The free energy change is the energy of a strained PbS crystal less that of the relaxed one, per atom, computed here with the r2SCAN density functional for 49 pairs of lattice constants $a$ and $c$. The crystal is rocksalt to within about 0.01 Å, described in a hexagonal cell whose $c$ axis runs along a body diagonal of the cube. The atoms keep their fractional positions while the cell changes.

PbS in a two-atom cell, computed with Ansatz 0.2.0 using scalar-relativistic r2SCAN, PAW, a 500 eV plane-wave cutoff, a 9×9×9 k mesh and 0.05 eV Gaussian smearing, without spin polarisation. Lattice constants a and c refer to the conventional hexagonal cell. Fractional coordinates are held fixed, and free energies are relative to the relaxed crystal.

```
lattice c (Å)  free energy change at lattice a 3.9283 angstrom (meV an atom)  free energy change at lattice a 4.0268 angstrom (meV an atom)  free energy change at lattice a 4.1254 angstrom (meV an atom)  free energy change at lattice a 4.2239 angstrom (meV an atom)  free energy change at lattice a 4.3225 angstrom (meV an atom)  free energy change at lattice a 4.4211 angstrom (meV an atom)  free energy change at lattice a 4.5196 angstrom (meV an atom)
         9.11                                                          437.7                                                          287.5                                                          179.4                                                          108.2                                                           69.2                                                           58.1                                                           70.6
         9.52                                                          295.9                                                          176.6                                                           95.3                                                           47.2                                                           27.8                                                           33.4                                                           60.3
         9.94                                                          191.4                                                           98.7                                                           40.1                                                           11.4                                                            8.8                                                           28.5                                                           67.4
        10.35                                                          121.6                                                           51.5                                                           12.2                                                            0.0                                                           11.2                                                           42.6                                                           91.1
        10.77                                                           83.7                                                           33.1                                                           10.0                                                           11.3                                                           33.7                                                           74.4                                                          130.6
        11.18                                                           75.5                                                           41.1                                                           31.2                                                           43.4                                                           74.9                                                          122.8                                                          184.8
        11.59                                                           94.2                                                           72.8                                                           73.8                                                           94.7                                                          133.0                                                          186.4                                                          252.5
```

Near rest, such a map can be replaced by a quadratic form, the energy of a linear spring in two dimensions, and its curvatures are read as elastic constants. That form has a property which can be checked by eye: two points that lie opposite each other about the zero must have equal energies. The table breaks this rule. With both lattice constants three steps short, an atom costs 437.7 meV; with both three steps long, it costs 252.5 meV.

The reason lies in the bond between neighbouring ions. Pushed together, their electron shells repel ever more steeply; pulled apart, the force that draws them back grows ever more slowly. A spring with one stiffness knows neither change, so it underrates compression and overrates stretching. The band gap also closes on part of the map, so the crystal does not stay a semiconductor throughout, and what this adds to the imbalance was not separated from the effect of the bond. The quadratic form built from the central curvatures gives 330 meV at both corners, 25% below the computed energy at the compressed one and 31% above it at the stretched one. Relaxing the atoms could only lower the computed energies, so if the ions move off centre in stretched cells, which was not tested, the form overshoots there by still more.

The simplest repair lets the bulk modulus $K$, the resistance to a change of volume, grow with pressure at the rate $K'$. With $V_0$ the volume at rest and $v=\ln(V/V_0)$, the energy of a pure volume change is, to third order,

$$E = K V_0\left[\frac{v^2}{2}-\frac{(K'-2)\,v^3}{6}\right].$$

If every length changes by the fraction $e$, then $v=3\ln(1+e)\approx 3e-\tfrac{3}{2}e^2$. Inserting this and keeping terms up to $e^3$ gives

$$E \approx \tfrac{9}{2}\,K V_0\,e^2\left[1-(K'-1)\,e\right].$$

The second term in the bracket is what the quadratic form leaves out. It changes sign with $e$, so the difference between opposite energies, divided by their sum, should be $(K'-1)|e|$.

At the two corners $a$ changes by 7% and $c$ by 12%, which averages to $(7+7+12)/3\approx 8.7\%$ over the three directions. A fit of the cubic volume term to the seven points on the diagonal between these corners gives $K'\approx 4.2$. The expected imbalance is then $3.2\times 8.7\%\approx 28\%$, and the table has 27%. Both corners belong to the fit, so the agreement shows that one cubic term suffices along this line, not that $K'$ is known independently. The printed output after this text gives the fit and the misses of the quadratic form over the whole map.

The imbalance grows in proportion to the strain, so it has no sharp onset. One step from rest it is already 9%, with 40.1 meV on the compressed side and 33.7 meV on the stretched side. A stiffness taken from one side alone would carry this error, whereas the mean of both sides cancels the cubic term. Curvatures taken in that balanced way are sound: cubic symmetry lets those along $a$ and along $c$ predict the coupling between the two, and the prediction agrees with the table to 1%.

Volume is only half of the story, because the cell can also change shape. Along the other diagonal of the map one lattice constant grows as the other shrinks, and the volume changes by 3% at most. Here too opposite points differ: the cell drawn out along $c$ costs 94.2 meV, the flattened one 70.6 meV. The small change of volume accounts for about a fifth of this gap. A likely cause of the rest is that flattening leads towards the CsCl structure, in which each ion has eight neighbours of opposite charge instead of six. The two extra ones approach along the axis, here from 5.2 to 4.6 Å. That structure is cubic too, so by symmetry its energy at fixed volume has no slope against a further change of shape, and the climb towards it must ease off. Drawing the cell out leads to no second cubic structure.

The two uneven responses can hide each other. Lengthening $c$ at fixed $a$ enlarges the volume, which becomes easier, and draws out the shape, which becomes harder. In the column for $a=4.2239$ Å the outermost energies, 108.2 and 94.7 meV, therefore look almost balanced. Someone who tested the quadratic form on this column alone would trust it far too widely. Correcting only the volume part makes the agreement worse at the short end, where it gives 123 meV, because the resistance to a change of shape, which varies with the shape and also with the volume, is then still held constant. The safe test is to compare opposite points along several directions, above all the one in which both lattice constants shrink or grow together.

The analysis program printed:

```
bulk modulus from the curvatures (GPa): 57.69
shear constant C44 from the curvatures (GPa): 20.68
coupling energy for one step in a and one in c predicted by cubic symmetry (meV an atom): 13.64
the same coupling energy from the table (meV an atom): 13.75
quadratic form less computed energy (meV an atom):
    row  a 3.93  a 4.03   a 4.13  a 4.22  a 4.32  a 4.42  a 4.52
   9.11  -107.5  -56.74   -24.64   -6.05   3.744   9.037   14.13
   9.52  -63.39  -29.86   -10.93    -1.8   2.029   4.258   8.587
   9.94  -33.84  -13.28   -3.415   -0.05  0.6145   2.379   8.344
  10.35   -16.3    -4.7     -0.5       0     0.5     4.2    14.2
  10.77  -7.956  -2.221  -0.5855    0.05   2.985   11.02   26.96
  11.18  -6.613  -3.442   -1.371       2   9.471   23.94   47.71
  11.59  -9.469  -5.663  -0.8565    7.45   21.76   44.36   77.67
quadratic miss with both constants compressed three steps (percent): -24.57
quadratic miss with both constants stretched three steps (percent): 30.76
imbalance of opposite points (difference over sum) one step along the volume diagonal (percent): 8.672
the same at two steps (percent): 17.97
the same at three steps (percent): 26.83
imbalance at three steps along c alone (percent): 6.654
fit of dia - base on 7 rows: coefficient of vd**3 -3443 +/- 79; rms 1.94, worst 11.59 -3.88, leave-one-out rms 3.64
effective pressure derivative of the bulk modulus: 4.152
lines through the map (meV an atom unless named):
    row  volume diagonal computed  quadratic form  with cubic volume term  shape diagonal computed  its volume change in percent  its apparent shear constant in GPa  c line with cubic volume term  axial Pb to S distance in angstrom
   9.11                     437.7           330.2                   434.6                     70.6                        0.7525                               16.59                          123.1                               4.555
   9.52                     176.6           146.7                   176.3                     33.4                         0.791                               17.93                          51.32                               4.762
   9.94                      40.1           36.69                   40.21                      8.8                        0.5343                               19.13                          12.06                               4.969
  10.35                         0               0                       0                        0                             0                               20.68                              0                               5.176
  10.77                      33.7           36.69                   33.44                       10                        -0.794                               22.14                           10.7                               5.383
  11.18                     122.8           146.7                   121.7                     41.1                        -1.844                               22.83                          40.45                                5.59
  11.59                     252.5           330.2                   248.6                     94.2                        -3.128                               23.28                           86.1                               5.797
```
